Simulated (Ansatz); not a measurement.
## BaS: projected DOS by orbital

```
CELL_PARAMETERS angstrom
0.00000 3.19375 3.19375
3.19375 0.00000 3.19375
3.19375 3.19375 0.00000
ATOMIC_POSITIONS crystal
Ba 0.00000 0.00000 0.00000
S 0.50000 0.50000 0.50000
```

Atom numbers follow the list: Ba1, S2.

The cell is COD entry 9008600, as deposited and not checked against the literature; nothing was relaxed.

Spin–orbit coupling is left out, though it moves levels of the heavy atoms by tenths of an eV or more.

Level of theory: DFT, PBE, all-electron LAPW, scalar-relativistic in Ansatz 0.2.0.

Numerical set-up: a Γ-centred 8×8×8 k mesh, Fermi–Dirac smearing of 0.02 eV, basis error target 0.25 meV/atom, no spin polarisation.

States per eV for one atom of each kind, in 0.4 eV bins named by their centres, from the valence-band top, projected on a minimal set of Löwdin-orthogonalised atomic shells; orbitals are real harmonics on the Cartesian axes, equal curves share a column, and empty bins are left out, as is all above 3.7 eV, near the top of the computed bands.

Ba1 5p:

```
# E all pz=px=py
-12.0 1.73 0.58
-11.6 1.84 0.61
-11.2 9.80 3.27
-10.0 0.09 0.03
-9.6 0.76 0.25
-9.2 0.45 0.15
-1.6 0.01 0.00
-1.2 0.04 0.01
-0.8 0.08 0.03
-0.4 0.16 0.05
0.0 0.01 0.00
```

S2 3p:

```
# E all pz=px=py
-12.0 0.02 0.01
-11.6 0.04 0.01
-11.2 0.20 0.07
-9.6 0.01 0.00
-1.6 0.93 0.31
-1.2 2.23 0.74
-0.8 4.58 1.53
-0.4 5.22 1.74
0.0 0.35 0.12
2.8 0.01 0.00
3.2 0.01 0.00
```

Ba1 6s:

```
# E all
-12.0 0.09
-11.6 0.11
-11.2 0.01
-10.0 0.03
-9.6 0.10
-9.2 0.03
-1.6 0.22
-1.2 0.33
-0.8 0.08
-0.4 0.02
```

S2 3s:

```
# E all
-12.0 0.63
-11.6 0.46
-11.2 0.06
-10.0 0.39
-9.6 2.04
-9.2 1.06
-1.6 0.01
-1.2 0.02
-0.8 0.01
```
